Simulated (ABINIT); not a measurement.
The system is Pd.

```xyz
1
Lattice="0.0000 1.9465 1.9465 1.9465 0.0000 1.9465 1.9465 1.9465 0.0000" Properties=species:S:1:pos:R:3 pbc="T T T"
Pd    0.0000    0.0000    0.0000
```

Base run:

```yaml
Program: ABINIT 10.8.3 (patched build)
Functional: HCTH407
Potentials_or_basis: PseudoDojo NC SR PBE v0.4.1 standard
Cutoff: 1116 eV
k_mesh: 12 × 12 × 12
Occupations: fermi-dirac, width 0.05 eV
Spin: no spin polarisation
```

Its results: band gap on the k mesh none (metal or under the smearing width); pressure 6.1 GPa.

Problem. After a change of settings the same cell gave: band gap on the k mesh none (metal or under the smearing width); pressure 11.5 GPa. Which change was it?
A. functional from HCTH407 to PBEsol; potentials or basis from PseudoDojo NC SR PBE v0.4.1 standard to PseudoDojo NC SR PBEsol v0.4 stringent
B. functional from HCTH407 to OLYP; potentials or basis from PseudoDojo NC SR PBE v0.4.1 standard to JTH PAW PBE v2.0; cutoff from 1116 eV to 626 eV
C. functional from HCTH407 to PBE; potentials or basis from PseudoDojo NC SR PBE v0.4.1 standard to Ansatz NC PBE
D. functional from HCTH407 to RPBE

Solution. D.

Caveats: the potentials were made for another functional, which shifts forces and pressure.
